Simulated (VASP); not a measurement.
# SiC (Fm-3m) in VASP: a series of runs

The runs below take SiC through relaxation of the atoms, with PBE.

Program: VASP 6.6.1. These are calculated values, not measurements. Logs are shortened: lines on timing, memory, paths and dates and some standing lists are left out, and cuts for length are marked.

**1. The undisturbed crystal**

Symmetry: Fm-3m, No. 225, cubic system. Conventional cell: a = 4.239 Å, b = 4.239 Å, c = 4.239 Å, α = 90.00°, β = 90.00°, γ = 90.00°. Around Si (site symmetry m-3m) lie 6 C at 2.12 Å. Around C (site symmetry m-3m) lie 6 Si at 2.12 Å.

The cell was built by a generator and needn't be a form met in nature.

**2. Relaxation of the atoms, PBE (a relaxed cell with its volume scaled by 0.94)**

INCAR reads:

```
ALGO = Fast
EDIFF = 1E-7
EDIFFG = -0.01
ENCUT = 300
GGA = PE
IBRION = 2
ISIF = 2
ISMEAR = 0
LASPH = True
LCHARG = False
LREAL = False
LWAVE = False
NELM = 80
NSW = 40
PREC = Accurate
SIGMA = 0.03
```

KPOINTS reads:

```
k-points
0
Gamma
  6 6 6
```

POSCAR reads:

```
SiC                                     
1.0
   -0.0000000000      1.9816855828      1.9816855828
    1.9816855828     -0.0000000000      1.9816855828
    1.9816855828      1.9816855828      0.0000000000
  Si              C             
     1     1
Direct
     0.0000000000000000    0.0000000000000000    0.0000000000000000
     0.5000000000000000    0.5000000000000000    0.5000000000000000
```

Potentials or basis: VASP PAW PBE potentials, release 64 (Si, C_s).

Command:

```bash
> cat potpaw_PBE.64/Si/POTCAR potpaw_PBE.64/C_s/POTCAR > POTCAR
> mpirun -np 1 vasp_std > vasp.out
```

OUTCAR:

```text
EDIFF = 1E-7
   EDIFFG = -0.01
   ENCUT = 300
   GGA = PE
   IBRION = 2
   ISIF = 2
   ISMEAR = 0
   LASPH = True
   LREAL = False
   NELM = 80
   NSW = 40
   PREC = Accurate

 ion  position               nearest neighbor table
   1  0.000  0.000  0.000-   2 1.98   2 1.98   2 1.98   2 1.98   2 1.98   2 1.98
   2  0.500  0.500  0.500-   1 1.98   1 1.98   1 1.98   1 1.98   1 1.98   1 1.98

  LATTYP: Found a face centered cubic cell.
 ALAT       =     3.9633711656

  Lattice vectors:

 A1 = (   0.0000000000,   1.9816855828,   1.9816855828)
 A2 = (   1.9816855828,   0.0000000000,   1.9816855828)
 A3 = (   1.9816855828,   1.9816855828,   0.0000000000)

Analysis of symmetry for initial positions (statically):
=====================================================================
 Subroutine PRICEL returns:
 Original cell was already a primitive cell.

 Routine SETGRP: Setting up the symmetry group for a
 face centered cubic supercell.

 Subroutine GETGRP returns: Found 48 space group operations
 (whereof 48 operations were pure point group operations)
 out of a pool of 48 trial point group operations.

The static configuration has the point symmetry O_h .

Analysis of symmetry for dynamics (positions and initial velocities):
=====================================================================
 Subroutine PRICEL returns:
 Original cell was already a primitive cell.

 Routine SETGRP: Setting up the symmetry group for a
 face centered cubic supercell.

 Subroutine GETGRP returns: Found 48 space group operations
 (whereof 48 operations were pure point group operations)
 out of a pool of 48 trial point group operations.

The dynamic configuration has the point symmetry O_h .

 Subroutine INISYM returns: Found 48 space group operations
 (whereof 48 operations are pure point group operations),
 and found     1 'primitive' translations

----------------------------------------------------------------------------------------

                                     Primitive cell

  volume of cell :      15.5645

  direct lattice vectors                    reciprocal lattice vectors
     0.000000000  1.981685583  1.981685583    -0.252310460  0.252310460  0.252310460
     1.981685583  0.000000000  1.981685583     0.252310460 -0.252310460  0.252310460
     1.981685583  1.981685583  0.000000000     0.252310460  0.252310460 -0.252310460

  length of vectors
     2.802526628  2.802526628  2.802526628     0.437014535  0.437014535  0.437014535

  position of ions in fractional coordinates (direct lattice)
     0.000000000  0.000000000  0.000000000
     0.500000000  0.500000000  0.500000000

  ion indices of the primitive-cell ions
   primitive index   ion index
                 1           1
                 2           2

----------------------------------------------------------------------------------------

 KPOINTS: k-points

Automatic generation of k-mesh.
 Grid dimensions read from file:
 generate k-points for:    6    6    6

 Generating k-lattice:

  Cartesian coordinates                     Fractional coordinates (reciprocal lattice)
    -0.042051743  0.042051743  0.042051743     0.166666667  0.000000000  0.000000000
     0.042051743 -0.042051743  0.042051743     0.000000000  0.166666667  0.000000000
     0.042051743  0.042051743 -0.042051743     0.000000000  0.000000000  0.166666667

  Length of vectors
     0.072835756  0.072835756  0.072835756

  Shift w.r.t. Gamma in fractional coordinates (k-lattice)
     0.000000000  0.000000000  0.000000000

 Subroutine IBZKPT returns following result:
 ===========================================

 Found     16 irreducible k-points:

 Following reciprocal coordinates:
            Coordinates               Weight
  0.000000  0.000000  0.000000      1.000000
  0.166667  0.000000  0.000000      8.000000
  0.333333  0.000000  0.000000      8.000000
  0.500000  0.000000  0.000000      4.000000
  0.166667  0.166667  0.000000      6.000000
  0.333333  0.166667  0.000000     24.000000
[... 8 lines left out ...]
 -0.333333  0.333333  0.166667     24.000000
 -0.333333  0.500000  0.166667     12.000000
   k-points           NKPTS =     16   k-points in BZ     NKDIM =     16   number of bands    NBANDS=      8
   number of dos      NEDOS =    301   number of ions     NIONS =      2
   total plane-waves  NPLWV =   4096
   dimension x,y,z NGX =    16 NGY =   16 NGZ =   16
   dimension x,y,z NGXF=    32 NGYF=   32 NGZF=   32
   ions per type =               1   1
   NGX,Y,Z   is equivalent  to a cutoff of   9.49,  9.49,  9.49 a.u.
   NGXF,Y,Z  is equivalent  to a cutoff of  18.98, 18.98, 18.98 a.u.
 SYSTEM =  unknown system
   PREC   = accura    normal or accurate (medium, high low for compatibility)
   ISTART =      0    job   : 0-new  1-cont  2-samecut
   ICHARG =      2    charge: 1-file 2-atom 10-const
   ISPIN  =      1    spin polarized calculation?
   LNONCOLLINEAR =      F non collinear calculations
   LSORBIT =      F    spin-orbit coupling
   LASPH  =      T    aspherical Exc in radial PAW
   ENCUT  =  300.0 eV  22.05 Ry    4.70 a.u.   3.96  3.96  3.96*2*pi/ulx,y,z
   NELM   =     80;   NELMIN=  2; NELMDL= -5     # of ELM steps
   EDIFF  = 0.1E-06   stopping-criterion for ELM
   LREAL  =      F    real-space projection
   EDIFFG = -.1E-01   stopping-criterion for IOM
   NSW    =     40    number of steps for IOM
   IBRION =      2    ionic relax: 0-MD 1-quasi-New 2-CG
   NFREE  =      1    steps in history (QN), initial steepest desc. (CG)
   ISIF   =      2    stress and relaxation
   ISYM   =      2    0-nonsym 1-usesym 2-fastsym
   POTIM  = 0.5000    time-step for ionic-motion
   TEBEG  =    0.0;   TEEND  =   0.0 temperature during run
   PSTRESS=    0.0 pullay stress
   NELECT =       8.0000    total number of electrons
   NUPDOWN=      -1.0000    fix difference up-down
   EMIN   =  10.00;   EMAX   =-10.00  energy-range for DOS
   EFERMI =   0.00;   METHOD = LEGACY
   ISMEAR =     0;   SIGMA  =   0.03  broadening in eV -4-tet -1-fermi 0-gaus
   EFERMI_NEDOS =   21; number of points for ismear=-14 and -15
   IALGO  =     68    algorithm
   IMIX   =      4    mixing-type and parameters
     AMIX     =   0.40;   BMIX     =  1.00
     AMIX_MAG =   1.60;   BMIX_MAG =  1.00
  volume/ion in A,a.u.               =       7.78        52.52
  Fermi-wavevector in a.u.,A,eV,Ry     =   1.311375  2.478139 23.397982  1.719703
  Thomas-Fermi vector in A             =   2.441840
   LORBIT       =      0    0 simple, 1 ext, 2 COOP (PROOUT), +10 PAW based schemes
   GGA     = PE    functional components
   LHFCALC =     F    Hartree Fock is set to
   AEXX    =    0.0000 exact exchange contribution
   IVDW    =     0    specifies the selected vdW correction
   LEPSILON=     F    determine dielectric tensor
   LRPA    =     F    only Hartree local field effects (RPA)
 conjugate gradient relaxation of ions
 non-spin polarized calculation
 RMM-DIIS sequential band-by-band and
 Gauss-broadening in eV      SIGMA  =   0.03
  energy-cutoff  :      300.00
  volume of cell :       15.56
 maximum number of plane-waves:       190
   NGX =  7   NGY =  7   NGZ =  7

 number of electron       7.9999998 magnetization

 Free energy of the ion-electron system (eV)
  ---------------------------------------------------
  ext. energy  EPLUGINS =         0.00000000
  ---------------------------------------------------
  free energy    TOTEN  =       -13.45256971 eV

  energy without entropy =      -13.45256971  energy(sigma->0) =      -13.45256971

 E-fermi :  13.8592     XC(G=0): -12.9763

 val. band max:       13.7430743753   @ k =  -0.1667   0.1667   0.0000
 cond. band min:      13.9701358710   @ k =   0.0000   0.0000   0.0000
 fundamental gap:      0.2270614956
 Fermi energy:        13.8591995042

 k-point     1 :       0.0000    0.0000    0.0000
  band No.  band energies     occupation
      1      -5.2699      2.00000
      2      13.9701      0.00000
      3      13.9701      0.00000
      4      13.9701      0.00000
      5      22.6182      0.00000
      6      22.9780      0.00000
      7      22.9780      0.00000
      8      22.9780      0.00000

 k-point     2 :       0.1667    0.0000    0.0000
  band No.  band energies     occupation
      1      -4.5665      2.00000
      2      10.8472      2.00000
      3      13.5610      2.00000
      4      13.5610      2.00000
      5      21.5975      0.00000
      6      23.0219      0.00000
      7      23.0220      0.00000
      8      24.4939      0.00000

 k-point     3 :       0.3333    0.0000    0.0000
  band No.  band energies     occupation
      1      -2.4963      2.00000
      2       5.7111      2.00000
      3      12.9719      2.00000
      4      12.9719      2.00000
      5      20.4894      0.00000
      6      20.4894      0.00000
      7      20.5628      0.00000
      8      25.0605      0.00000

 k-point     4 :       0.5000    0.0000    0.0000
  band No.  band energies     occupation
      1       0.1732      2.00000
      2       1.8948      2.00000
      3      12.7545      2.00000
      4      12.7545      2.00000
      5      19.5268      0.00000
      6      19.5268      0.00000
      7      20.2981      0.00000
      8      24.3246      0.00000

 k-point     5 :       0.1667    0.1667    0.0000
  band No.  band energies     occupation
      1      -4.3332      2.00000
      2      12.2271      2.00000
      3      12.2816      2.00000
      4      12.2816      2.00000
      5      20.0403      0.00000
      6      20.0846      0.00000
      7      24.6012      0.00000
      8      25.4720      0.00000
[... 89 lines left out ...]
 k-point    14 :       0.5000    0.3333    0.1667
  band No.  band energies     occupation
      1      -0.7150      2.00000
      2       6.6517      2.00000
      3       7.8449      2.00000
      4      10.2548      2.00000
      5      17.9479      0.00000
      6      21.2673      0.00000
      7      22.4185      0.00000
      8      27.1428      0.00000

 k-point    15 :      -0.3333    0.3333    0.1667
  band No.  band energies     occupation
      1       1.7077      2.00000
      2       3.7666      2.00000
      3       7.4088      2.00000
      4       9.0311      2.00000
      5      18.4846      0.00000
      6      21.2794      0.00000
      7      24.9517      0.00000
      8      25.4285      0.00000

 k-point    16 :      -0.3333    0.5000    0.1667
  band No.  band energies     occupation
      1       2.5964      2.00000
      2       4.4545      2.00000
      3       6.9925      2.00000
      4       7.2120      2.00000
      5      17.2059      0.00000
      6      20.4328      0.00000
      7      24.5287      0.00000
      8      27.3676      0.00000

------------------------ aborting loop because EDIFF is reached ----------------------------------------

  FORCE on cell =-STRESS in cart. coord.  units (eV):
  Direction    XX          YY          ZZ          XY          YZ          ZX
  --------------------------------------------------------------------------------------
  -------------------------------------------------------------------------------------
  Total        1.8469492      1.8469492      1.8469492      0.0000000      0.0000000     -0.0000000
  in kB      190.1215253    190.1215253    190.1215253      0.0000000      0.0000000     -0.0000000
  external PRESSURE =     190.1215253 kB  Pullay stress =       0.0000000 kB

 VOLUME and BASIS-vectors are now :
 -----------------------------------------------------------------------------
  energy-cutoff  :      300.00
  volume of cell :       15.56
      direct lattice vectors                 reciprocal lattice vectors
     0.000000000  1.981685583  1.981685583    -0.252310460  0.252310460  0.252310460
     1.981685583  0.000000000  1.981685583     0.252310460 -0.252310460  0.252310460
     1.981685583  1.981685583  0.000000000     0.252310460  0.252310460 -0.252310460

 POSITION                                       TOTAL-FORCE (eV/Angst)
 -----------------------------------------------------------------------------------
      0.00000      0.00000      0.00000        -0.000000      0.000000     -0.000000
      1.98169      1.98169      1.98169         0.000000     -0.000000      0.000000
 -----------------------------------------------------------------------------------
    total drift:                                0.000000      0.000000      0.000000

  FREE ENERGIE OF THE ION-ELECTRON SYSTEM (eV)
  ---------------------------------------------------
  free  energy   TOTEN  =       -13.4525697123 eV

  energy  without entropy=      -13.4525697118  energy(sigma->0) =      -13.45256971

 reached required accuracy - stopping structural energy minimisation
```

Run time: 1.3 s. Hardware: 1 thread of Intel Xeon 6975P-C (Granite Rapids), shared host; peak memory 0.1 GiB.

What came out:

| Quantity | Value |
| --- | --- |
| Free energy | -13.4526 eV |
| Band gap on the k mesh | none (metal or under the smearing width) |

Final structure:
```cif
data_structure
_symmetry_space_group_name_H-M 'P 1'
_symmetry_Int_Tables_number 1
_cell_length_a 2.8025
_cell_length_b 2.8025
_cell_length_c 2.8025
_cell_angle_alpha 60.000
_cell_angle_beta 60.000
_cell_angle_gamma 60.000
_cell_volume 15.56
loop_
_atom_site_label
_atom_site_type_symbol
_atom_site_fract_x
_atom_site_fract_y
_atom_site_fract_z
_atom_site_occupancy
Si1 Si 0.00000 0.00000 0.00000 1
C1 C 0.50000 0.50000 0.50000 1
```

Levels at points of the mesh, in eV from the Fermi level:
| k point | band 2 | band 3 | band 4 | band 5 | band 6 | band 7 |
| --- | --- | --- | --- | --- | --- | --- |
| (0.00, 0.00, 0.00) | 0.11 | 0.11 | 0.11 | 8.76 | 9.12 | 9.12 |
| (0.50, 0.00, 0.00) | -11.96 | -1.10 | -1.10 | 5.67 | 5.67 | 6.44 |
| (0.50, 0.50, 0.00) | -10.30 | -4.46 | -4.46 | -0.40 | 2.37 | 15.89 |

Caveat: the k mesh is coarse (spacing up to 0.46 Å⁻¹), so the values aren't converged; the cutoff is under 1.25 times the usual one of these potentials, so pressure, stress and relaxed cells hold a basis-set (Pulay) error; the relaxation stopped at its first step, so nothing moved.

**3. Relaxation of the atoms, PBE (a relaxed cell with its volume scaled by 0.96)**

INCAR is that of step 2.

KPOINTS is that of step 2.

POSCAR reads:

```
SiC                                     
1.0
   -0.0000000000      1.9956415749      1.9956415749
    1.9956415749     -0.0000000000      1.9956415749
    1.9956415749      1.9956415749      0.0000000000
  Si              C             
     1     1
Direct
     0.0000000000000000    0.0000000000000000    0.0000000000000000
     0.5000000000000000    0.5000000000000000    0.5000000000000000
```

Potentials or basis: VASP PAW PBE potentials, release 64 (Si, C_s).

Command:

```bash
> cat potpaw_PBE.64/Si/POTCAR potpaw_PBE.64/C_s/POTCAR > POTCAR
> mpirun -np 1 vasp_std > vasp.out
```

Run time: 1.3 s. Hardware: 1 thread of Intel Xeon 6975P-C (Granite Rapids), shared host; peak memory 0.1 GiB.

The run converged. Its results:

```yaml
Free_energy: -13.4892 eV
Band_gap_on_the_k_mesh: none (metal or under the smearing width)
```

Final structure:
```
CELL_PARAMETERS angstrom
0.00000 1.99564 1.99564
1.99564 0.00000 1.99564
1.99564 1.99564 0.00000
ATOMIC_POSITIONS crystal
Si 0.00000 0.00000 0.00000
C 0.50000 0.50000 0.50000
```

Levels at points of the mesh, in eV from the Fermi level:
| k point | band 1 | band 2 | band 3 | band 4 | band 5 | band 6 | band 7 | band 8 |
| --- | --- | --- | --- | --- | --- | --- | --- | --- |
| (0.00, 0.00, 0.00) | -18.89 | 0.09 | 0.09 | 0.09 | 8.34 | 9.09 | 9.09 | 9.09 |
| (0.50, 0.00, 0.00) | -13.54 | -11.81 | -1.06 | -1.06 | 5.54 | 5.54 | 6.28 | 10.20 |
| (0.50, 0.50, 0.00) | -11.65 | -10.12 | -4.39 | -4.39 | -0.57 | 2.45 | 15.55 | 15.76 |

Caveat: the k mesh is coarse (spacing up to 0.45 Å⁻¹), so the values aren't converged; the cutoff is under 1.25 times the usual one of these potentials, so pressure, stress and relaxed cells hold a basis-set (Pulay) error; the relaxation stopped at its first step, so nothing moved.
